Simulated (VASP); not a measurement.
# Pb (Pm-3m) in VASP: a series of runs

Runs on Pb. Level: PBE. Tasks: single point, relaxation of cell and atoms.

Program: VASP 6.6.1. These are calculated values, not measurements. Logs are shortened: lines on timing, memory, paths and dates and some standing lists are left out, and cuts for length are marked.

## 1. Starting point

The structure is cubic, space group Pm-3m (No. 221). The conventional cell has a = 3.252 Å, b = 3.252 Å, c = 3.252 Å, α = 90.00°, β = 90.00°, γ = 90.00°. Around Pb (site symmetry m-3m) lie 6 Pb at 3.25 Å.

This isn't the form of Pb at room conditions, which is fcc.

## 2. Single point, PBE

File INCAR:

```
SYSTEM = Pb
PREC = Accurate ; ENCUT = 520
EDIFF = 1E-7 ; ISMEAR = -1
SIGMA = 0.05 ; LREAL = .False.
LASPH = .True. ; NELM = 100
ALGO = Normal ; ISIF = 2
LWAVE = .False. ; LCHARG = .False.
GGA = PE ; NBANDS = 13
```

File KPOINTS:

```
Automatic mesh
0
Gamma
  13 13 13
  0 0 0
```

File POSCAR:

```
Pb
1.0
    3.2517279273      0.0000000000      0.0000000000
    0.0000000000      3.2517279273      0.0000000000
    0.0000000000      0.0000000000      3.2517279273
Pb
1
Direct
    0.0000000000      0.0000000000      0.0000000000
```

Potentials or basis: VASP PAW PBE potentials, release 64 (Pb_d).

On the command line:

```
$ cat potpaw_PBE.64/Pb_d/POTCAR > POTCAR
$ mpirun -np 1 vasp_std > vasp.out
```

OUTCAR:

```text
SYSTEM = Pb
   PREC = Accurate
   ENCUT = 520
   EDIFF = 1E-7
   ISMEAR = -1
   LREAL = .False.
   LASPH = .True.
   NELM = 100
   ISIF = 2
   GGA = PE

 ion  position               nearest neighbor table
   1  0.000  0.000  0.000-

  LATTYP: Found a simple cubic cell.
 ALAT       =     3.2517279273

  Lattice vectors:

 A1 = (   3.2517279273,   0.0000000000,   0.0000000000)
 A2 = (   0.0000000000,   3.2517279273,   0.0000000000)
 A3 = (   0.0000000000,   0.0000000000,   3.2517279273)

Analysis of symmetry for initial positions (statically):
=====================================================================
 Subroutine PRICEL returns:
 Original cell was already a primitive cell.

 Routine SETGRP: Setting up the symmetry group for a
 simple cubic supercell.

 Subroutine GETGRP returns: Found 48 space group operations
 (whereof 48 operations were pure point group operations)
 out of a pool of 48 trial point group operations.

The static configuration has the point symmetry O_h .

Analysis of symmetry for dynamics (positions and initial velocities):
=====================================================================
 Subroutine PRICEL returns:
 Original cell was already a primitive cell.

 Routine SETGRP: Setting up the symmetry group for a
 simple cubic supercell.

 Subroutine GETGRP returns: Found 48 space group operations
 (whereof 48 operations were pure point group operations)
 out of a pool of 48 trial point group operations.

The dynamic configuration has the point symmetry O_h .

 Subroutine INISYM returns: Found 48 space group operations
 (whereof 48 operations are pure point group operations),
 and found     1 'primitive' translations

----------------------------------------------------------------------------------------

                                     Primitive cell

  volume of cell :      34.3829

  direct lattice vectors                    reciprocal lattice vectors
     3.251727927  0.000000000  0.000000000     0.307528804  0.000000000  0.000000000
     0.000000000  3.251727927  0.000000000     0.000000000  0.307528804  0.000000000
     0.000000000  0.000000000  3.251727927     0.000000000  0.000000000  0.307528804

  length of vectors
     3.251727927  3.251727927  3.251727927     0.307528804  0.307528804  0.307528804

  position of ions in fractional coordinates (direct lattice)
     0.000000000  0.000000000  0.000000000

  ion indices of the primitive-cell ions
   primitive index   ion index
                 1           1

----------------------------------------------------------------------------------------

 KPOINTS: Automatic mesh

Automatic generation of k-mesh.
 Grid dimensions read from file:
 generate k-points for:   13   13   13

 Generating k-lattice:

  Cartesian coordinates                     Fractional coordinates (reciprocal lattice)
     0.023656062  0.000000000  0.000000000     0.076923077  0.000000000  0.000000000
     0.000000000  0.023656062  0.000000000     0.000000000  0.076923077  0.000000000
     0.000000000  0.000000000  0.023656062     0.000000000  0.000000000  0.076923077

  Length of vectors
     0.023656062  0.023656062  0.023656062

  Shift w.r.t. Gamma in fractional coordinates (k-lattice)
     0.000000000  0.000000000  0.000000000

 Subroutine IBZKPT returns following result:
 ===========================================

 Found     84 irreducible k-points:

 Following reciprocal coordinates:
            Coordinates               Weight
  0.000000  0.000000  0.000000      1.000000
  0.076923  0.000000  0.000000      6.000000
  0.153846  0.000000  0.000000      6.000000
  0.230769  0.000000  0.000000      6.000000
  0.307692  0.000000  0.000000      6.000000
  0.384615  0.000000  0.000000      6.000000
[... 16 lines left out ...]
  0.307692  0.307692  0.000000     12.000000
  0.384615  0.307692  0.000000     24.000000
 [... further k-points ...]
   k-points           NKPTS =     84   k-points in BZ     NKDIM =     84   number of bands    NBANDS=     13
   number of dos      NEDOS =    301   number of ions     NIONS =      1
   total plane-waves  NPLWV =  13824
   dimension x,y,z NGX =    24 NGY =   24 NGZ =   24
   dimension x,y,z NGXF=    48 NGYF=   48 NGZF=   48
   ions per type =               1
   NGX,Y,Z   is equivalent  to a cutoff of  12.27, 12.27, 12.27 a.u.
   NGXF,Y,Z  is equivalent  to a cutoff of  24.54, 24.54, 24.54 a.u.
 SYSTEM =  Pb
   PREC   = accura    normal or accurate (medium, high low for compatibility)
   ISTART =      0    job   : 0-new  1-cont  2-samecut
   ICHARG =      2    charge: 1-file 2-atom 10-const
   ISPIN  =      1    spin polarized calculation?
   LNONCOLLINEAR =      F non collinear calculations
   LSORBIT =      F    spin-orbit coupling
   LASPH  =      T    aspherical Exc in radial PAW
   ENCUT  =  520.0 eV  38.22 Ry    6.18 a.u.   6.05  6.05  6.05*2*pi/ulx,y,z
   NELM   =    100;   NELMIN=  2; NELMDL= -5     # of ELM steps
   EDIFF  = 0.1E-06   stopping-criterion for ELM
   LREAL  =      F    real-space projection
   EDIFFG = 0.1E-05   stopping-criterion for IOM
   NSW    =      0    number of steps for IOM
   IBRION =     -1    ionic relax: 0-MD 1-quasi-New 2-CG
   NFREE  =      0    steps in history (QN), initial steepest desc. (CG)
   ISIF   =      2    stress and relaxation
   ISYM   =      2    0-nonsym 1-usesym 2-fastsym
   POTIM  = 0.5000    time-step for ionic-motion
   TEBEG  =    0.0;   TEEND  =   0.0 temperature during run
   PSTRESS=    0.0 pullay stress
   NELECT =      14.0000    total number of electrons
   NUPDOWN=      -1.0000    fix difference up-down
   EMIN   =  10.00;   EMAX   =-10.00  energy-range for DOS
   EFERMI =   0.00;   METHOD = LEGACY
   ISMEAR =    -1;   SIGMA  =   0.05  broadening in eV -4-tet -1-fermi 0-gaus
   EFERMI_NEDOS =   21; number of points for ismear=-14 and -15
   IALGO  =     38    algorithm
   IMIX   =      4    mixing-type and parameters
     AMIX     =   0.40;   BMIX     =  1.00
     AMIX_MAG =   1.60;   BMIX_MAG =  1.00
  volume/ion in A,a.u.               =      34.38       232.03
  Fermi-wavevector in a.u.,A,eV,Ry     =   1.213398  2.292990 20.032333  1.472335
  Thomas-Fermi vector in A             =   2.348851
   LORBIT       =      0    0 simple, 1 ext, 2 COOP (PROOUT), +10 PAW based schemes
   GGA     = PE    functional components
   LHFCALC =     F    Hartree Fock is set to
   AEXX    =    0.0000 exact exchange contribution
   IVDW    =     0    specifies the selected vdW correction
   LEPSILON=     F    determine dielectric tensor
   LRPA    =     F    only Hartree local field effects (RPA)
 non-spin polarized calculation
  energy-cutoff  :      520.00
  volume of cell :       34.38
 maximum number of plane-waves:       942
   NGX = 13   NGY = 13   NGZ = 13

 number of electron      14.0000004 magnetization

 Free energy of the ion-electron system (eV)
  ---------------------------------------------------
  ext. energy  EPLUGINS =         0.00000000
  ---------------------------------------------------
  free energy    TOTEN  =        -3.37966529 eV

  energy without entropy =       -3.37397403  energy(sigma->0) =       -3.37681966

 E-fermi :   5.7433     XC(G=0):  -9.4876

 val. band max:        5.7281102282   @ k =   0.4615   0.4615   0.3846
 cond. band min:       5.7827318386   @ k =   0.3077   0.3077   0.1538
 fundamental gap:      0.0546216104
 Fermi energy:         5.7432987473

 k-point     1 :       0.0000    0.0000    0.0000
  band No.  band energies     occupation
      1     -11.4579      2.00000
      2     -11.4579      2.00000
      3     -10.9140      2.00000
      4     -10.9140      2.00000
      5     -10.9140      2.00000
      6      -5.3724      2.00000
      7      10.5760      0.00000
      8      10.5760      0.00000
      9      10.5760      0.00000
     10      13.4094      0.00000
     11      14.9150      0.00000
     12      14.9150      0.00000
     13      23.5952      0.00000

 k-point     2 :       0.0769    0.0000    0.0000
  band No.  band energies     occupation
      1     -11.4563      2.00000
      2     -11.4342      2.00000
      3     -10.9224      2.00000
      4     -10.9224      2.00000
      5     -10.9132      2.00000
      6      -5.2914      2.00000
      7       9.4986      0.00000
      8      10.6702      0.00000
      9      10.6702      0.00000
     10      13.8032      0.00000
     11      14.9636      0.00000
     12      15.7834      0.00000
     13      23.0345      0.00000

 k-point     3 :       0.1538    0.0000    0.0000
  band No.  band energies     occupation
      1     -11.4517      2.00000
      2     -11.3688      2.00000
      3     -10.9458      2.00000
      4     -10.9458      2.00000
      5     -10.9113      2.00000
      6      -5.0495      2.00000
      7       7.6652      0.00000
      8      10.9439      0.00000
      9      10.9439      0.00000
     10      14.1317      0.00000
     11      15.1098      0.00000
     12      17.8441      0.00000
     13      21.9012      0.00000

 k-point     4 :       0.2308    0.0000    0.0000
  band No.  band energies     occupation
      1     -11.4453      2.00000
      2     -11.2775      2.00000
      3     -10.9785      2.00000
      4     -10.9785      2.00000
      5     -10.9086      2.00000
      6      -4.6534      2.00000
      7       5.8331      0.28444
      8      11.3687      0.00000
      9      11.3687      0.00000
     10      14.4723      0.00000
     11      15.3551      0.00000
     12      20.2582      0.00000
     13      20.7018      0.00000

 k-point     5 :       0.3077    0.0000    0.0000
  band No.  band energies     occupation
      1     -11.4386      2.00000
      2     -11.1819      2.00000
      3     -11.0130      2.00000
      4     -11.0130      2.00000
      5     -10.9057      2.00000
      6      -4.1287      2.00000
      7       4.1741      2.00000
      8      11.8889      0.00000
      9      11.8889      0.00000
     10      14.9176      0.00000
     11      15.6991      0.00000
     12      19.5930      0.00000
     13      19.8553      0.00000

 k-point     6 :       0.3846    0.0000    0.0000
  band No.  band energies     occupation
      1     -11.4329      2.00000
      2     -11.1038      2.00000
      3     -11.0414      2.00000
      4     -11.0414      2.00000
      5     -10.9033      2.00000
      6      -3.5533      2.00000
      7       2.8197      2.00000
      8      12.4036      0.00000
      9      12.4036      0.00000
     10      15.4867      0.00000
     11      16.1304      0.00000
     12      18.5172      0.00000
     13      18.6367      0.00000

 k-point     7 :       0.4615    0.0000    0.0000
  band No.  band energies     occupation
      1     -11.4297      2.00000
      2     -11.0601      2.00000
      3     -11.0573      2.00000
      4     -11.0573      2.00000
      5     -10.9019      2.00000
      6      -3.1222      2.00000
      7       1.9928      2.00000
      8      12.7471      0.00000
      9      12.7471      0.00000
     10      16.1259      0.00000
     11      16.5635      0.00000
     12      17.4894      0.00000
     13      17.9375      0.00000
[... 193 lines left out ...]
 k-point    20 :       0.3077    0.2308    0.0000
  band No.  band energies     occupation
      1     -11.3353      2.00000
      2     -11.0962      2.00000
      3     -11.0741      2.00000
      4     -11.0061      2.00000
      5     -10.9686      2.00000
      6      -3.4304      2.00000
      7       4.9102      2.00000
      8       7.0925      0.00000
      9      12.7184      0.00000
     10      14.2977      0.00000
     11      15.8920      0.00000
     12      19.9182      0.00000
     13      21.0736      0.00000

 k-point    21 :       0.3846    0.2308    0.0000
  band No.  band energies     occupation
      1     -11.3239      2.00000
      2     -11.1298      2.00000
      3     -11.0340      2.00000
      4     -10.9953      2.00000
      5     -10.9658      2.00000
      6      -2.8647      2.00000
      7       3.5509      2.00000
      8       7.6377      0.00000
      9      13.1544      0.00000
     10      13.2528      0.00000
     11      16.4094      0.00000
     12      18.9168      0.00000
     13      20.0772      0.00000

 k-point    22 :       0.4615    0.2308    0.0000
  band No.  band energies     occupation
      1     -11.3185      2.00000
      2     -11.1486      2.00000
      3     -11.0497      2.00000
      4     -10.9642      2.00000
      5     -10.9501      2.00000
      6      -2.4415      2.00000
      7       2.7235      2.00000
      8       8.0370      0.00000
      9      12.4511      0.00000
     10      13.6131      0.00000
     11      17.0037      0.00000
     12      18.0560      0.00000
     13      19.4837      0.00000

 k-point    23 :       0.3077    0.3077    0.0000
  band No.  band energies     occupation
      1     -11.3050      2.00000
      2     -11.1403      2.00000
      3     -11.0038      2.00000
      4     -11.0008      2.00000
      5     -10.9907      2.00000
      6      -2.9196      2.00000
      7       5.3831      1.99852
      8       5.4451      1.99488
      9      12.9148      0.00000
     10      13.2654      0.00000
     11      16.3011      0.00000
     12      19.6971      0.00000
     13      21.0819      0.00000

 k-point    24 :       0.3846    0.3077    0.0000
  band No.  band energies     occupation
      1     -11.2876      2.00000
      2     -11.1765      2.00000
      3     -11.0300      2.00000
      4     -10.9991      2.00000
      5     -10.9142      2.00000
      6      -2.3578      2.00000
      7       4.0444      2.00000
      8       5.9418      0.03701
      9      11.7856      0.00000
     10      13.8109      0.00000
     11      16.8250      0.00000
     12      19.0511      0.00000
     13      20.3946      0.00000

 [... further k-points ...]
[... 5 lines left out ...]
  --------------------------------------------------------------------------------------
  -------------------------------------------------------------------------------------
  Total       -0.0121945     -0.0121945     -0.0121945      0.0000000      0.0000000     -0.0000000
  in kB       -0.5682415     -0.5682415     -0.5682415      0.0000000      0.0000000     -0.0000000
  external PRESSURE =      -0.5682415 kB  Pullay stress =       0.0000000 kB

 VOLUME and BASIS-vectors are now :
 -----------------------------------------------------------------------------
  energy-cutoff  :      520.00
  volume of cell :       34.38
      direct lattice vectors                 reciprocal lattice vectors
     3.251727927  0.000000000  0.000000000     0.307528804  0.000000000  0.000000000
     0.000000000  3.251727927  0.000000000     0.000000000  0.307528804  0.000000000
     0.000000000  0.000000000  3.251727927     0.000000000  0.000000000  0.307528804

 POSITION                                       TOTAL-FORCE (eV/Angst)
 -----------------------------------------------------------------------------------
      0.00000      0.00000      0.00000         0.000000      0.000000      0.000000
 -----------------------------------------------------------------------------------
    total drift:                                0.000000     -0.000000      0.000000

  FREE ENERGIE OF THE ION-ELECTRON SYSTEM (eV)
  ---------------------------------------------------
  free  energy   TOTEN  =        -3.3796652927 eV

  energy  without entropy=       -3.3739740333  energy(sigma->0) =       -3.37681966
```

It took 11 s on 1 thread of Intel Xeon Platinum 8488C (Sapphire Rapids), shared host; peak memory 0.16 GiB.

What came out:

```yaml
Free_energy: -3.3797 eV
Pressure: -0.1 GPa
Band_gap_on_the_k_mesh: none (metal or under the smearing width)
```

The run has no spin-orbit coupling, so splittings on Pb are missing.

## 3. Relaxation of cell and atoms, PBE

This run uses another cell than the first one, of 34.47 Å³/atom, 1.002 times its volume.

File INCAR:

```
SYSTEM = Pb
PREC = Accurate
ENCUT = 600
EDIFF = 1E-6
ISMEAR = -1
SIGMA = 0.05
LREAL = .FALSE.
LASPH = .TRUE.
NELM = 100
ALGO = Normal
ISIF = 3
LWAVE = .FALSE.
LCHARG = .FALSE.
GGA = PE
IBRION = 2
NSW = 60
EDIFFG = -0.005
```

File KPOINTS:

```
Automatic mesh
0
G
  13 13 13
  0 0 0
```

File POSCAR:

```
Pb
1.0
    3.2543805230      0.0000000000      0.0000000000
    0.0000000000      3.2543805230      0.0000000000
    0.0000000000      0.0000000000      3.2543805230
Pb
1
Direct
    0.0000000000      0.0000000000      0.0000000000
```

Potentials or basis: VASP PAW PBE potentials, release 64 (Pb_d).

On the command line:

```
$ cat potpaw_PBE.64/Pb_d/POTCAR > POTCAR
$ mpirun -np 1 vasp_std > vasp.out
```

It took 29 s on 1 thread of Intel Xeon Platinum 8488C (Sapphire Rapids), shared host; peak memory 0.18 GiB.

The run converged. Its results:

| Item | Value |
| --- | --- |
| Free energy | -3.3797 eV |
| Relaxed volume | 34.38 Å³/atom |
| Relaxed cell | a = 3.252 Å, b = 3.252 Å, c = 3.252 Å, α = 90.00°, β = 90.00°, γ = 90.00° |
| Space group after relaxing (to 0.05 Å) | Pm-3m (No. 221) |
| Energy gained by relaxing | 0.0 meV/atom |
| Ionic steps | 2 |
| Pressure after relaxing | 0.0 GPa |
| Band gap on the k mesh | none (metal or under the smearing width) |

Final structure:
```yaml
crystal:
  lattice:
    - [3.25152, 0.00000, 0.00000]
    - [0.00000, 3.25152, 0.00000]
    - [0.00000, 0.00000, 3.25152]
  atoms:
    - { symbol: Pb, position: [0.00000, 0.00000, 0.00000] }
```

Levels at points of the mesh, in eV from the Fermi level:
```tsv
k point	band 5	band 6	band 7	band 8	band 9	band 10
(0.00, 0.00, 0.00)	-16.66	-11.12	4.83	4.83	4.83	7.67
```

Spin-orbit coupling is left out, which matters for the levels of Pb.
